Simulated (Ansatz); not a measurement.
# ZnSe (rocksalt type): the cost of one run

Method: DFT PBE, with the methods named in each step, in Ansatz 0.2.0.

### 1 The starting structure

It takes space group Fm-3m (No. 225, cubic). The conventional cell has a = 5.368 Å, b = 5.368 Å, c = 5.368 Å, α = 90.00°, β = 90.00°, γ = 90.00°. Around Zn (site symmetry m-3m) lie 6 Se at 2.68 Å. Se (site symmetry m-3m) has 6 Zn at 2.68 Å as nearest neighbours.

Structure file:

```
CELL_PARAMETERS angstrom
0.00000 2.68377 2.68377
2.68377 0.00000 2.68377
2.68377 2.68377 0.00000
ATOMIC_POSITIONS crystal
Zn 0.00000 0.00000 0.00000
Se 0.50000 0.50000 0.50000
```

Whether this phase is the stable one at these pressures isn't tested.

Atoms are numbered in the order of the input: Zn1, Se2.

### 2 The reference volume, LAPW

The input, input.yaml:

```yaml
crystal:
  lattice:
    - [0.0, 2.6837739762, 2.6837739762]
    - [2.6837739762, 0.0, 2.6837739762]
    - [2.6837739762, 2.6837739762, 0.0]
  atoms:
    - { symbol: Zn, position: [0.0, 0.0, 0.0] }
    - { symbol: Se, position: [0.5, 0.5, 0.5] }
kpoints:
  mp_grid: { grid: [13, 13, 13] }
  band_path:
    path:
      - [0.0, 0.0, 0.0]
      - [0.5, 0.0, 0.5]
      - [0.625, 0.25, 0.625]
      - [0.375, 0.375, 0.75]
      - [0.0, 0.0, 0.0]
      - [0.5, 0.5, 0.5]
      - [0.5, 0.25, 0.75]
      - [0.5, 0.0, 0.5]
    npoints: 14
scf:
  occupations: { method: fermi_dirac, width: 0.1 }
hamiltonian:
  xc: pbe
  pseudopotentials: { kind: all_electron, lapw: { basis_error: 0.001 } }
output:
  forces: true
  stress: true
  eigenvalues: true
  populations: true
  dos: { projected: true, de: 0.2, e_range: [-14, 8] }
```

Launch:

```bash
> ansatz run input.yaml --threads 1 --pin off --max-ram 2048MiB --backend cpu --events-out ev --progress --plain --runs-dir out
```

Q: Estimate wall time and peak memory on 1 thread of Intel Xeon Platinum 8488C (Sapphire Rapids), shared host.

About 18 s, with a peak of 0.44 GiB.
